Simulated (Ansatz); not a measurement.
SiO2, 12 atoms in the cell. It takes space group Imma (No. 74, orthorhombic). Conventional cell: a = 5.247 Å, b = 9.554 Å, c = 8.883 Å, α = 90.00°, β = 90.00°, γ = 90.00°. Si (site symmetry m) is surrounded by 4 O at 1.60 to 1.61 Å. O (site symmetry 2/m) is surrounded by 2 Si at 1.60 Å. O (site symmetry 2) is surrounded by 2 Si at 1.61 Å. Around O (site symmetry mm2) lie 2 Si at 1.61 Å. The cell comes from a database or a generator and needn't be the stable form of this composition.

* Program: Ansatz 0.2.0
* Task: relaxation of cell and atoms
* Functional: r2SCAN
* Potentials or basis: Ansatz PAW
* Cutoff: 500 eV (not typed: the program's choice for these potentials)
* k mesh: 6 × 6 × 6
* Occupations: fermi-dirac, width 0.05 eV
* Spin: no spin polarisation

Potentials or basis: Ansatz PAW.

Command:

```bash
$ ansatz run input.yaml --threads 4 --pin off --max-ram 11264MiB --backend cpu --events-out ev --progress --plain --runs-dir out
```

Hardware: 4 threads of Arm Neoverse N1, with other jobs on the host.

Task: Estimate the wall time of this run.

Result: Wall time 120 s on 4 threads of Arm Neoverse N1 (shared host), peak memory 1.5 GiB. Counts: scf iterations 21, plane waves 5657, k points 46, bands 44, ion steps 4.
